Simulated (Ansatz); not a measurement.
## InAs under changes of volume

One of the cells (27.489 Å³/atom); the others are scaled copies at fixed shape and fractional positions:

```
CELL_PARAMETERS angstrom
0.00000 3.01800 3.01800
3.01800 0.00000 3.01800
3.01800 3.01800 0.00000
ATOMIC_POSITIONS crystal
In 0.00000 0.00000 0.00000
As 0.75000 0.75000 0.75000
```

| Item | Value |
| --- | --- |
| Program | Ansatz 0.2.0 |
| Functional | LDA |
| Potentials or basis | all-electron LAPW, scalar-relativistic |
| Cutoff | 283 eV (chosen from the basis error) |
| Basis error allowed | 0.001 eV/atom |
| k mesh | 8 × 8 × 8 |
| Occupations | fermi-dirac, width 0.05 eV |
| Spin | no spin polarisation |

```csv
volume (Å³/atom),energy over the lowest point (meV/atom),pressure (GPa)
25.840,?,?
26.389,6.87,2.4
26.939,1.18,1.0
27.489,0.00,-0.3
28.039,2.89,-1.4
28.588,9.37,-2.4
29.138,19.06,-3.3
```

Task: What does the run at 25.840 Å³/atom give?

Result: Energy over the lowest point 17.68 meV/atom; pressure 3.9 GPa.

Worked out: A Birch-Murnaghan fit of order 3 (a polynomial in V^(-2/3)) to the other rows has its minimum at 27.36 Å³/atom with B0 = V·E''(V) = 60 GPa and B' = 4.7. It gives 17.64 meV/atom at 25.840 Å³/atom, against the run's 17.68, and -dE/dV = 3.9 GPa, against 3.9.

Energies are extrapolated to zero smearing.
